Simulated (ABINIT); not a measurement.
Here is an ABINIT 10.8.3 (patched build) calculation.

run.abi

```
# Pseudopotentials
pp_dirpath "./"
pseudos "47_Ag_19_1.9_2.5_pbe_n_v1.0.psp8"

# Structure
acell 3*1.0
rprim
     0.0000000000     3.8602380411     3.8602380411
     3.8602380411     0.0000000000     3.8602380411
     3.8602380411     3.8602380411     0.0000000000
ntypat 1
znucl 47
natom 1
typat 1
xcart
     0.0000000000     0.0000000000     0.0000000000

# Plane-wave basis
ecut 22.0

# k points
kptopt 1
ngkpt 8 8 8
nshiftk 1
shiftk 0.0 0.0 0.0

# Exchange and correlation
ixc -427
fockdownsampling 2 2 2

# Bands and occupations
nband 14
occopt 3
tsmear 0.05 eV

# SCF cycle
nstep 60
toldfe 1.0e-7

# Output
iomode 3
prtwf 0
prtden 0
prteig 0
prtebands 0
enunit 1
```

Potentials or basis: SPMS NC PBE v1.0.

Launch:

```bash
$ mpirun --bind-to none -np 4 abinit run.abi > log 2>&1
```

Q: Estimate the band gap on the k mesh.

A: None (metal or under the smearing width).

Caveat: Libxc's HSE differs a little from that of other programs.
